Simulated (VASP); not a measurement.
Runs of VASP 6.6.1 on N. It takes space group P2_13 (No. 198, cubic). Conventional cell: a = 5.815 Å, b = 5.815 Å, c = 5.815 Å, α = 90.00°, β = 90.00°, γ = 90.00°. N (site symmetry 3) is surrounded by 1 N at 1.11 Å. Around N (site symmetry 3) lie 1 N at 1.11 Å. 

| task | level | potentials or basis | cell | k mesh | cutoff (eV) | smearing | ladder | gap on the mesh (eV) | pressure (GPa) | largest force (eV/Å) |
| --- | --- | --- | --- | --- | --- | --- | --- | --- | --- | --- |
| single point | PBE | VASP PAW PBE potentials, release 64 (N) | as given | 5 × 5 × 5 | 520 | fermi-dirac 0.05 eV | - | (a) | 1.4 | (b) |
| dielectric tensor | LDA | VASP PAW LDA potentials, release 64 (N) | as given | 6 × 6 × 6 | 520 | gaussian 0.02 eV | free | (c) | - | - |
| single point | PBE | VASP PAW PBE potentials, release 64 (N) | atoms moved at random, drawn with an rms of 0.05 Å | 5 × 5 × 5 | 520 | fermi-dirac 0.05 eV | - | 7.59 | 11.3 | 15.92 |
| band structure | r2SCAN | VASP PAW PBE potentials, release 64 (N) | as given | 6 × 6 × 6 | 520 | gaussian 0.02 eV | gaps | 8.13 | -0.1 | 0.20 |
| single point | RPBE | VASP PAW PBE potentials, release 64 (N) | as given | 5 × 5 × 5 | 520 | gaussian 0.1 eV | - | 7.48 | 2.6 | 1.73 |
| relaxation of cell and atoms | r2SCAN | VASP PAW PBE potentials, release 64 (N) | relaxed | 4 × 4 × 4 | 600 | gaussian 0.02 eV | gaps | 8.00 | 0.0 | 0.01 |
| dielectric tensor | BEEF-vdW | VASP PAW PBE potentials, release 64 (N) | as given | 5 × 5 × 5 | 520 | fermi-dirac 0.02 eV | - | 7.44 | - | - |

Alike in all rows: no spin polarisation.

Problem. Estimate the missing entries.

Solution. (a) 7.43; (b) 1.12; (c) 7.26.

Caveats: the standard files for N, O and F lose accuracy on very short bonds; an odd mesh through Γ misses points on the zone boundary, where band edges often lie (some runs); the PAW data sets were made with another functional, which shifts forces and pressure a little (some runs); forces of over 1 eV/Å show positions far from the minimum, so gaps and moduli don't describe the material at rest (some runs).
